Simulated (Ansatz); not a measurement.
# MgO (Fm-3m) in Ansatz: a series of runs

One crystal, MgO, is run at these levels: PBEsol, RPBE+D4; tasks: single point.

All numbers are computed with Ansatz 0.2.0; they aren't measurements. Logs are shortened: lines on timing, memory, paths and dates and some standing lists are left out, and cuts for length are marked.

**Experimental background.**

“Electronic structure of alkaline earth and post-transition metal oxides”, 2009, arxiv:0908.1581 quotes, for a bulk crystal of MgO: band gap 7.83 eV.

The runs below are set against these values where they give the same quantity.

## (1) Starting point

The structure is cubic, space group Fm-3m (No. 225). Conventional cell: a = 4.194 Å, b = 4.194 Å, c = 4.194 Å, α = 90.00°, β = 90.00°, γ = 90.00°. Mg (site symmetry m-3m) is surrounded by 6 O at 2.10 Å. O (site symmetry m-3m) is surrounded by 6 Mg at 2.10 Å.

The cell is a database's computed one.

## (2) Single point, PBEsol

File input.yaml:

```yaml
crystal:
  lattice:
    - [0.0, 2.0970013927, 2.0970013927]
    - [2.0970013927, 0.0, 2.0970013927]
    - [2.0970013927, 2.0970013927, 0.0]
  atoms:
    - { symbol: Mg, position: [0.0, 0.0, 0.0] }
    - { symbol: O, position: [0.5, 0.5, 0.5] }
hamiltonian:
  xc: pbesol
  pseudopotentials: { kind: paw }
kpoints:
  mp_grid: { grid: [11, 11, 11] }
scf:
  occupations: { method: gaussian, width: 0.02 }
output:
  forces: true
  stress: true
  eigenvalues: true
  write_density: true
  write_potential: true
  elf: true
  volumetric_format: npy
```

Potentials or basis: Ansatz PAW.

Run with:

```bash
$ ansatz run input.yaml --threads 2 --pin off --max-ram 5632MiB --backend cpu --events-out ev --progress --plain --runs-dir out
```

The log of the run:

```text
Warning: RAYON_NUM_THREADS=2 ignored (pool sized by the plan → 2); use --threads N
Engine: ansatz 0.2.0, aarch64-unknown-linux-gnu
Pseudopotentials: kind: paw
Pseudopotential: Mg, paw, valence charge 10, recommended cutoff 420 eV (normal), Mg.paw.azcp
Pseudopotential: O, paw, valence charge 6, recommended cutoff 420 eV (normal), O.paw.azcp
Functional definition: PBEsol
  exchange = pbesol_x
  correlation = pbesol_c
Crystal: 2 atoms, lattice volume = 18.443 Å³
Basis set: ecut = 420 eV, 339 PW (Γ), exchange–correlation on 40×40×40 points (8 copies of the dense FFT grid, shifted against one another)
Bands: 12, of which v1, the nominal top of the filled ones, is band 8 counted from 1 (7 counted from 0)
Symmetry: 48 space group operations
Space group: Fm-3m (ITA 225), of the structure as read, at distance tolerance 2.6e-5 Å
k-points: 56 of 1331
Non-local potential: Mg, projectors of the file, l = 0: 3, l = 1: 2, l = 2: 1
Non-local potential: O, projectors of the file, l = 0: 2, l = 1: 2, l = 2: 1
PAW form: soft (Blöchl's): semilocal exchange-correlation on the pseudo side does not see the compensation charge
PAW frozen core: Mg, regenerated for the run's functional, and the local potential with it (the file was generated under x = pbe(κ = 0.804, μ = 0.2195149727645171), c = pbe(β = 0.06672455060314922))
PAW frozen core: O, regenerated for the run's functional, and the local potential with it (the file was generated under x = pbe(κ = 0.804, μ = 0.2195149727645171), c = pbe(β = 0.06672455060314922))
PAW one-centre angular grid: Mg, 110 points (default); XC on 64 Gauss nodes
PAW one-centre angular grid: O, 110 points (default); XC on 64 Gauss nodes
Initial density: superposition of atomic densities (neutral atoms: chi_scale 0, normalization atom), corrected by the library's trained network
Initial wavefunctions: pseudopotential atomic-orbital guess
Functional: x = pbesol(κ = 0.804, μ = 0.12345679012345678), c = pbesol(β = 0.046)
SCF iter   1: F=—  HF=-2475.878924 eV  |F-HF|=—  |Δ(HF+E_count)|=         —  Δρ=1.47e-2  dr2=3.16e-2  ethr=1.77e-3  ⟨swp⟩=5.9  Hψ=3979  notcnv=0
preconditioner: auto → none  [insulator: Δε(μ)=4.633 eV  Ē_g=18.438 eV  σ=0.020 eV  W_gap=1.00  n_scr=8 (ndim 8)  ℏωp=24.5 eV  f_vac=0.000  D(μ)=0.00/eV (n_scr^D=0)  ε∞_Penn≈2.8]
SCF iter   2: F=—  HF=-2475.870371 eV  |F-HF|=—  |Δ(HF+E_count)|=   8.55e-3  Δρ=4.16e-3  dr2=3.11e-3  ethr=1.98e-4  ⟨swp⟩=2.0  Hψ=1321  notcnv=0
SCF iter   3: F=—  HF=-2475.869591 eV  |F-HF|=—  |Δ(HF+E_count)|=   7.80e-4  Δρ=6.71e-4  dr2=4.42e-5  ethr=1.94e-5  ⟨swp⟩=2.0  Hψ=1041  notcnv=0
SCF iter   4: F=—  HF=-2475.869570 eV  |F-HF|=—  |Δ(HF+E_count)|=   2.08e-5  Δρ=1.05e-4  dr2=8.09e-7  ethr=2.76e-7  ⟨swp⟩=2.7  Hψ=1100  notcnv=0
iter 5 did not close the SCF: its close was put off for the readings that it lacked (scf_convergence_deferred on its scf_iter line)
SCF iter   5: F=-2475.869569 eV  HF=-2475.869569 eV  |F-HF|=8.90e-8  |Δ(HF+E_count)|=   7.13e-7  Δρ=3.32e-5  dr2=8.42e-8  ethr=5.06e-9  ⟨swp⟩=2.0  Hψ=904  notcnv=0
SCF iter   6: F=-2475.869569 eV  HF=-2475.869569 eV  |F-HF|=3.24e-10  |Δ(HF+E_count)|=   3.77e-8  Δρ=3.75e-6  dr2=1.30e-9  ethr=5.26e-10  ⟨swp⟩=5.1  Hψ=3583  notcnv=0
SCF 1 converged in 6 iterations: F = -2475.869569 eV  dr2 = 1.30e-9
SCF converged after 6 iterations
Free energy (F): -2475.869569 eV
Harris-Foulkes:  -2475.869569 eV  (|F-HF|=3.24e-10)
Internal energy: -2475.869569 eV  (E = F + TS)
E sigma→0 (E₀):  -2475.869569 eV
Fermi energy:    10.554042 eV
--- Per-component energies (eV) ---
  E_band       = -289.418022
  E_kinetic    = 255.364931
  E_local      = -1592.842802  (includes V_loc(G=0)·N_el)
  E_nonlocal   = 143.775438
  E_hartree    = 549.758956
  E_xc         = -104.042033
  E_vxc        = -134.067136  (∫ρ·V_xc dr)
  E_paw        = -433.062065  (= ΣΔE_a)
  E_vpaw       = -61.168362  (= ΣTr[D̂ρ^β])
  E_aug_tail   = 0.002511  (compensation charges beyond the density's cutoff)
  E_ewald      = -1294.918655
  E_core_change = 0.094150  (= ΣΔE_core)
  E_smearing   = -0.000000  (= −TS)
  E_closure    = 0.000000  (closes the sum)
  Σ components = -2475.869569   (vs F -2475.869569, Δ=0.00e0)
--- Forces (eV/Å), atoms counted from 1 ---
  atom   1  Mg    -0.00000000    -0.00000000     0.00000000
  atom   2  O      0.00000000     0.00000000    -0.00000000
  max |Σ_I F_I| component: 1.32e-29 eV/Å
--- Stress (GPa, compression-positive) ---
        2.331112       0.000000       0.000000
        0.000000       2.331112       0.000000
        0.000000       0.000000       2.331112
  P = ⅓ Tr σ = 2.3311 GPa (23.311 kbar)
--- Band table (eV; the first three rows and the last of 56) ---
  k-point 0: bands = ["-63.6352", "-30.5483", "-30.5483", "-30.5483", "-9.0866", "8.1745", "8.1745", "8.1745", "12.9335", "23.9214", "23.9214", "23.9214"]
  k-point 1: bands = ["-63.6345", "-30.5559", "-30.5491", "-30.5491", "-8.9922", "7.6130", "8.1167", "8.1167", "13.4691", "22.8004", "24.1251", "24.1251"]
  k-point 2: bands = ["-63.6324", "-30.5762", "-30.5511", "-30.5511", "-8.7284", "6.4201", "7.9653", "7.9653", "14.5432", "21.3470", "24.5809", "24.5809"]
  k-point 55: bands = ["-63.6226", "-30.6064", "-30.6029", "-30.5791", "-7.4184", "5.0049", "5.2187", "6.5060", "19.3491", "20.0441", "20.4092", "24.0327"]
```

Run time: 0.79 s. Hardware: 2 threads of Arm Neoverse V1, shared host; peak memory 0.26 GiB.

What came out:

```yaml
Free_energy: -2475.8696 eV
Pressure: 2.3 GPa
Band_gap_on_the_k_mesh: 4.76 eV, direct
```

Caveat: odd divisions of the mesh miss points on the zone boundary, where band edges often lie, so the gap on the mesh can be too wide; the pressure holds a Pulay correction of +0.7 GPa for the finite cutoff; the PAW data sets come from PBE, with cores solved anew for the run's functional, which leaves a small shift of forces and pressure.

## (3) Single point, RPBE+D4

Edit input.yaml of step 2 so:

```diff
@@ -9,4 +9,5 @@
 hamiltonian:
-  xc: pbesol
+  xc: rpbe
   pseudopotentials: { kind: paw }
+  dispersion: d4
 kpoints:
@@ -14,3 +15,3 @@
 scf:
-  occupations: { method: gaussian, width: 0.02 }
+  occupations: { method: gaussian, width: 0.1 }
 output:
@@ -19,5 +20 @@
   eigenvalues: true
-  write_density: true
-  write_potential: true
-  elf: true
-  volumetric_format: npy
```

Potentials or basis: Ansatz PAW.

Run with:

```bash
$ ansatz run input.yaml --threads 2 --pin off --max-ram 5632MiB --backend cpu --events-out ev --progress --plain --runs-dir out
```

It took 0.89 s on 2 threads of Arm Neoverse V1, shared host; peak memory 0.25 GiB.

The run converged. Its results:

```
Free energy            : -2499.2695 eV
Pressure               : 4.3 GPa
Band gap on the k mesh : 4.98 eV, direct
```

Levels at points of the mesh, in eV from the valence-band top:
```csv
k point,band 4,band 5,band 6,band 7,band 8,band 9,band 10,band 11,band 12
"(0.00, 0.00, 0.00)",-38.98,-17.39,0.00,0.00,0.00,4.98,16.05,16.05,16.05
```

Caveat: odd divisions of the mesh miss points on the zone boundary, where band edges often lie, so the gap on the mesh can be too wide; the pressure holds a Pulay correction of +0.5 GPa for the finite cutoff; the PAW data sets come from PBE, with cores solved anew for the run's functional, which leaves a small shift of forces and pressure.

## (4) How close it comes

Step 2. A measured gap of MgO is 7.83 eV (quoted in “Electronic structure of alkaline earth and post-transition metal oxides”, 2009, arxiv:0908.1581); the calculated 4.76 eV misses it by -3.07 eV. The value is that of PBEsol, without temperature or zero-point motion. Semilocal functionals fall short of measured gaps as a rule. The cell is a database's relaxed one, not the measured one, which moves gaps too.

Step 3. Measured gap of MgO: 7.83 eV (quoted in “Electronic structure of alkaline earth and post-transition metal oxides”, 2009, arxiv:0908.1581). This calculation gives 4.98 eV (-2.85 eV). The value is that of RPBE+D4, without temperature or zero-point motion. Semilocal functionals fall short of measured gaps as a rule. The cell is a database's relaxed one, not the measured one, which moves gaps too.
